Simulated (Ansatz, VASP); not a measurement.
One calculation of Ti, two programs

The input INCAR:

```
PREC = Accurate
ENCUT = 600
EDIFF = 1E-6
ISMEAR = -1
SIGMA = 0.05
LREAL = F
LASPH = T
NELM = 100
ALGO = Fast
ISIF = 3
LWAVE = F
LCHARG = F
GGA = PE
IVDW = 12
IBRION = 2
NSW = 60
EDIFFG = -0.01
```

The input KPOINTS:

```
regular mesh
0
Gamma
  11 11 11
```

Contents of POSCAR:

```
Ti
1.0
   -1.6410000000      1.6410000000      1.6410000000
    1.6410000000     -1.6410000000      1.6410000000
    1.6410000000      1.6410000000     -1.6410000000
Ti
1
Direct
    0.0000000000      0.0000000000      0.0000000000
```

File input.yaml:

```yaml
crystal:
  lattice:
    - [-1.641, 1.641, 1.641]
    - [1.641, -1.641, 1.641]
    - [1.641, 1.641, -1.641]
  atoms:
    - { symbol: Ti, position: [0.0, 0.0, 0.0] }
hamiltonian:
  xc: pbe
  pseudopotentials: { kind: paw }
  dispersion: d3bj
kpoints:
  mp_grid: { grid: [11, 11, 11] }
scf:
  occupations: { method: fermi_dirac, width: 0.05 }
output:
  forces: true
  stress: true
  eigenvalues: true
relax:
  f_tol: 0.01
  max_steps: 40
  cell: { stress_tol: 0.05 }
```

This isn't the form of Ti at room conditions, which is hcp.

Alike in both runs: task relaxation of cell and atoms; functional PBE; dispersion D3(BJ); k mesh 11 × 11 × 11; occupations fermi-dirac, width 0.05 eV; no spin polarisation.

|  | VASP | Ansatz |
| --- | --- | --- |
| version | VASP 6.6.1 | Ansatz 0.2.0 |
| potentials or method | VASP PAW PBE potentials, release 64 (Ti_sv) | Ansatz PAW |
| plane-wave cutoff (eV) | 600 | 420 |
| valence electrons in the cell | 12 | 12 |

|  | VASP | Ansatz | Ansatz less VASP |
| --- | --- | --- | --- |
| gap on the k mesh at the Fermi level, each at its own relaxed structure (eV) | none | none | - |
| relaxed volume (Å³/atom) | 16.22 | 16.29 | +0.070 |
| relaxed cell length with the largest relative difference (Å) | 2.762 | 2.766 | +0.0040 |
| energy change over the relaxation (meV/atom) | -40 | -37 | +2.6 |

A gap of «none» marks a metal or a gap that the smearing closes.

Caveats: pairwise dispersion overbinds metals, which lowers pressure and volume; the plane-wave basis is chosen anew once the cell has moved, so the energies of steps on either side of that aren't comparable (Ansatz).
